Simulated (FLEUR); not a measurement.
Runs of FLEUR MaX-R8.1 (later development tree) on Zr. It takes space group P6_3/mmc (No. 194, hexagonal). The conventional cell has a = 3.232 Å, b = 3.232 Å, c = 5.147 Å, α = 90.00°, β = 90.00°, γ = 120.00°. Zr (site symmetry -6m2) has 12 Zr at 3.18 to 3.23 Å as nearest neighbours. 

```csv
task,level,spin,k mesh,lmax,max iterations,mixing factor,mixer,mixer history,gap on the mesh (eV),V0 of scaled cells (Å³/atom),B0 (GPa)
equation of state,r2SCAN,off,9 × 9 × 5,Zr 11,-,-,-,-,-,(b),96
equation of state,PBEsol,off,9 × 9 × 5,Zr 10,-,-,-,-,-,22.49,100
equation of state,SCAN,off,9 × 9 × 5,Zr 11,-,-,-,-,-,23.30,96
single point,PBE,off,9 × 9 × 5,Zr 11,60,0.05,Anderson,15,none,-,-
equation of state,PBE,off,9 × 9 × 5,Zr 11,-,-,-,-,-,(a),94
single point,PBEsol,off,9 × 9 × 5,Zr 10,60,0.05,Anderson,15,none,-,-
```

Alike in all rows: potentials or basis all-electron, FLAPW; cell as given; smearing fermi-dirac 0.05 eV; kmax 4.1 1/bohr.

**Question.** Fill in the values left out.

**Answer.** (a) 23.40; (b) 23.50.

Caveats: the cell was scaled at fixed shape and fractional positions, which overstates the stiffness of a crystal with free parameters, most of all of layers and chains (some runs); the meta-GGA is that of a development version, with a GGA for the radial functions and cores and without core tails (some runs).

A k mesh can miss the band edges, and the runs leave out spin-orbit coupling on Zr.

A gap of «none» marks a metal or a gap under the smearing width.

Not every run made on this cell is shown here.
